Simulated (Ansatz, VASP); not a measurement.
Given: the input of a run of VASP 6.6.1 on LiH. 

File INCAR:

```
SYSTEM = LiH
PREC     = Accurate       ! precision mode
ENCUT    = 550            ! plane-wave cutoff, eV
EDIFF    = 1E-6           ! SCF threshold, eV
ISMEAR   = 0              ! smearing method
SIGMA    = 0.1            ! smearing width, eV
LREAL    = .FALSE.        ! projectors in reciprocal space
LASPH    = .TRUE.         ! aspherical terms in the spheres
NELM     = 100            ! most SCF steps
ALGO     = Fast           ! electronic algorithm
ISIF     = 2              ! what is computed and relaxed
LWAVE    = .FALSE.        ! write WAVECAR
LCHARG   = .FALSE.        ! write CHGCAR
GGA      = RP             ! functional
NBANDS   = 8              ! bands
```

KPOINTS

```
regular mesh
0
G
  11 11 11
  0 0 0
```

POSCAR

```
LiH
2.8804
    0.000000000000      0.707106651854      0.707106651854
    0.707106651854      0.000000000000      0.707106651854
    0.707106651854      0.707106651854      0.000000000000
Li H
1 1
Direct
    0.0000000000      0.0000000000      0.0000000000
    0.5000000000      0.5000000000      0.5000000000
```

Potentials or basis: VASP PAW PBE potentials, release 64 (Li_GW, H_GW).

Command:

```sh
$ cat potpaw_PBE.64/Li_GW/POTCAR potpaw_PBE.64/H_GW/POTCAR > POTCAR
$ mpirun -np 1 vasp_std > vasp.out
```

Question: Set up the same calculation for Ansatz 0.2.0. Potentials or basis there: Ansatz PAW, cutoff 420 eV.

Answer: As run (cutoffs and basis follow the program's own potentials, and thresholds, step limits or extra output files can differ):

input.yaml

```yaml
crystal:
  lattice:
    - [0.0, 2.03675, 2.03675]
    - [2.03675, 0.0, 2.03675]
    - [2.03675, 2.03675, 0.0]
  atoms:
    - { symbol: Li, position: [0.0, 0.0, 0.0] }
    - { symbol: H, position: [0.5, 0.5, 0.5] }
hamiltonian:
  xc: rpbe
  pseudopotentials: { kind: paw }
kpoints:
  mp_grid: { grid: [11, 11, 11] }
scf:
  occupations: { method: gaussian, width: 0.1 }
output:
  forces: true
  stress: true
  eigenvalues: true
```

Potentials or basis: Ansatz PAW.

Command:

```sh
$ ansatz run input.yaml --threads 1 --pin off --max-ram 3584MiB --backend cpu --events-out ev --progress --plain --runs-dir out
```

Both were run:

|  | VASP | Ansatz |
| --- | --- | --- |
| Pressure | -0.4 GPa | -0.1 GPa |

Ansatz's pressure holds a Pulay term of +0.11 GPa for its cutoff of 420 eV, which the other run lacks.

The potentials hold 2 and 4 valence electrons a cell.

VASP's potentials were made for PBE. Ansatz's potentials were made for PBE.

Where Ansatz's input types no cutoff or centring, it takes its own default and a Γ-centred mesh.

Pressure is positive in compression.
